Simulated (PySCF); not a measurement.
Match the calculated data to a structure.

All candidates are C3H6O.

| technique | computed result |
| --- | --- |
| Polarisability | 39.2 au [CAM-B3LYP/def2-SVPD] |
| Rotational structure | rotational constants A, B, C: 12.239, 11.899, 6.831 GHz [PBE0-D3(BJ)/def2-SVP] |
| XPS | C1s 291.0, C1s 292.2 (×2), O1s 538.1 eV [ΔSCF SCAN, pcX-2 on the ionised atom, pcseg-1 elsewhere, spin-free X2C] |
| UV, strongest line | among the 10 lowest singlet transitions: S9 at 9.26 eV (134 nm, f = 0.030) [TDDFT CAM-B3LYP/def2-SVPD] |
| UV, first state | lowest singlet excitation: 6.86 eV (181 nm, f = 0.008) [TDDFT CAM-B3LYP/def2-SVPD] |
| 13C NMR | chemical shifts (computed TMS as zero) by class: 74.8 (2 C), 23.9 (1 C) ppm [GIAO B97-2/pcSseg-2] |
| NMR, other nuclei | isotropic shieldings of nuclei other than C and H, by class: 313 (1 O) ppm [GIAO B97-2/pcSseg-2] |
| Dipole | 2.03 D [CAM-B3LYP/def2-SVPD] |
| Couplings | largest of the computed one-bond spin–spin couplings (means over like bonds): 13C–1H +152.9 (×4), 13C–1H +142.7 (×2), 13C–13C +30.0 (×2), 17O–13C +17.1 (×2) Hz [B3LYP/pcJ-1, spin–dipole term left out] |
| 1H NMR | chemical shifts (computed TMS as zero) by class: 4.68 (4 H), 2.55 (2 H) ppm [GIAO B97-2/pcSseg-2] |

Electronic properties: PySCF, gas phase, density fitting. Levels stand in brackets. Geometry: PBE0-D3(BJ)/def2-SVP; no solvent, vibrations or thermal averaging. Each NMR value is the plain mean over a class of atoms that symmetry, rotation or inversion makes alike.

Question: Which candidate is it?
A. `C1COC1`
B. `C[C@@H]1CO1`
C. `OC1CC1`
D. `C=COC`
E. `CCC=O`

Answer: A. It is `C1COC1`. Numbering: `[CH2:1]1[CH2:2][O:3][CH2:4]1`. Its formula, C3H6O, gives 1 degree of unsaturation: 1 ring and 0 π bonds in the structure found. 3 carbons fall into 2 classes; from least to most shielded: ring sp3 carbon bound to oxygen [C2/C4] (74.8 ppm, 2 C), four-membered-ring carbon [C1] (23.9 ppm). Hydrogen classes from least to most shielded: 4 H on 2 like atoms (sp3 carbon bound to oxygen), C2/C4 (4.68 ppm), 2 H on a four-membered-ring carbon, C1 (2.55 ppm). The other shieldings belong to: 313 ppm, cyclic ether oxygen [O3]. The couplings run between: +152.9 Hz, sp3 carbon bound to oxygen [C2] and its hydrogen (with 3 like pairs); +142.7 Hz, four-membered-ring carbon [C1] and its hydrogen (with 1 like pair); +30.0 Hz, four-membered-ring carbon [C1] and sp3 carbon bound to oxygen [C2] (with 1 like pair); +17.1 Hz, cyclic ether oxygen [O3] and sp3 carbon bound to oxygen [C2] (with 1 like pair). The core levels belong to: C1s 291.0 eV, four-membered-ring carbon [C1]; C1s 292.2 eV, sp3 carbon bound to oxygen [C2/C4]; O1s 538.1 eV, cyclic ether oxygen [O3]. By its constants the optimised geometry is an asymmetric top.

The others, at the same levels:
- `CCC=O` fails: its computed core binding energies are C1s 290.9, C1s 291.3, C1s 293.7, O1s 538.2 eV, lowest singlet excitation is 4.39 eV (282 nm, f = 0.000) (against 6.86 eV) and static isotropic polarisability is 41.3 au (against 39.2 au).
- `C=COC` fails: its computed core binding energies are C1s 289.9, C1s 292.1, C1s 292.6, O1s 539.2 eV, rotational constant A is 18.610 GHz (against 12.239 GHz) and smallest rotational constant is 4.903 GHz (against 6.831 GHz).
- `OC1CC1` fails: its computed core binding energies are C1s 290.7 (×2), C1s 292.2, O1s 538.9 eV, rotational constant A is 16.887 GHz (against 12.239 GHz) and smallest rotational constant is 6.003 GHz (against 6.831 GHz).
- `C[C@@H]1CO1` fails: its computed core binding energies are C1s 291.0, C1s 292.2, C1s 292.3, O1s 538.4 eV, rotational constant A is 18.473 GHz (against 12.239 GHz) and smallest rotational constant is 5.995 GHz (against 6.831 GHz).

Each candidate is one conformer, not necessarily the lowest. The conformers computed, where there is a choice (atom-mapped SMILES and torsion angles):
- `[CH3:1][CH2:2][CH:3]=[O:4]`: C1–C2–C3–O4 -1°
- `[CH2:1]=[CH:2][O:3][CH3:4]`: C1–C2–O3–C4 0°
- `[OH:1][CH:2]1[CH2:3][CH2:4]1`: H–O1–C2–C3 147°
